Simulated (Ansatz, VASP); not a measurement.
**Pb: VASP beside Ansatz**

```
Pb
1.0
     3.18662    0.00000    0.00000
     0.00000    3.18662    0.00000
     0.00000    0.00000    3.18662
Pb
1
Direct
  0.00000 0.00000 0.00000
```

Alike in both runs: task single point; functional LDA; k mesh 11 × 11 × 11; occupations fermi-dirac, width 0.1 eV; no spin polarisation.

|  | VASP | Ansatz |
| --- | --- | --- |
| version | VASP 6.6.1 | Ansatz 0.2.0 |
| potentials or method | VASP PAW LDA potentials, release 64 (Pb_d) | plane waves (420 eV) with PAW, scalar-relativistic |
| plane-wave cutoff (eV) | 520 | 420 |
| valence electrons in the cell | 14 | 14 |

|  | VASP | Ansatz | Ansatz less VASP |
| --- | --- | --- | --- |
| pressure (GPa) | -1.5 | -1.5 | -0.06 |

Ansatz warned: «pseudo_functional_mismatch».

The runs have no spin-orbit coupling, so splittings on Pb are missing.
